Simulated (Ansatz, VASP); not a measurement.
**AlN: VASP beside Ansatz**

Contents of INCAR:

```
  PREC = Accurate
  ENCUT = 520
  EDIFF = 1E-7
  ISMEAR = 0
  SIGMA = 0.02
  LREAL = False
  LASPH = True
  NELM = 80
  ALGO = Normal
  ISIF = 2
  LWAVE = False
  LCHARG = True
  GGA = PS
  LELF = True
  LVHAR = True
  NBANDS = 16
```

File KPOINTS:

```
regular mesh
0
Gamma
  9 9 6
```

POSCAR

```
AlN
1.0
    3.1138126617      0.0000000000      0.0000000000
   -1.5569063308      2.6966408677      0.0000000000
    0.0000000000      0.0000000000      4.9833864624
Al N
2 2
Direct
    0.3333333333      0.6666666667     -0.0009968572
    0.6666666667      0.3333333333      0.4990031428
    0.3333333333      0.6666666667      0.3809968572
    0.6666666667      0.3333333333      0.8809968572
```

Input for Ansatz:

```yaml
crystal:
  lattice:
    - [3.113812663, 0.0, 0.0]
    - [-1.5569063315, 2.6966408688, 0.0]
    - [0.0, 0.0, 4.9833864622]
  atoms:
    - { symbol: Al, position: [0.3333333333, 0.6666666667, -0.0009968572] }
    - { symbol: Al, position: [0.6666666667, 0.3333333333, 0.4990031428] }
    - { symbol: "N", position: [0.3333333333, 0.6666666667, 0.3809968572] }
    - { symbol: "N", position: [0.6666666667, 0.3333333333, 0.8809968572] }
basis:
  ecutwfc: 420
kpoints:
  mp_grid: { grid: [9, 9, 6] }
  band_path: { path: [VBM, CBM], npoints: 2 }
hamiltonian:
  xc: pbesol
scf:
  occupations: { method: gaussian, width: 0.02 }
output:
  forces: true
  stress: true
  eigenvalues: true
```

Alike in both runs: task single point; functional PBEsol; k mesh 9 × 9 × 6; occupations gaussian, width 0.02 eV; no spin polarisation.

|  | VASP | Ansatz |
| --- | --- | --- |
| version | VASP 6.6.1 | Ansatz 0.2.0 |
| potentials or method | VASP PAW PBE potentials, release 64 (Al, N) | scalar-relativistic, plane waves, PAW |
| plane-wave cutoff (eV) | 520 | 420 |
| valence electrons in the cell | 16 | 16 |

Ansatz gave:

- gap on the k mesh at the Fermi level (eV): 4.09
- least direct gap on the mesh (eV): 4.09
- pressure (GPa): 0.0

Problem. What did VASP give for the same quantities?

Solution. gap on the k mesh at the Fermi level (eV): 4.11; least direct gap on the mesh (eV): 4.11; pressure (GPa): 0.0.

Caveats: the PAW data sets were made with another functional, which shifts forces and pressure a little (VASP); an odd mesh through Γ misses points on the zone boundary, where band edges often lie. A hybrid or GW would open this gap; PBEsol tends to underestimate it.
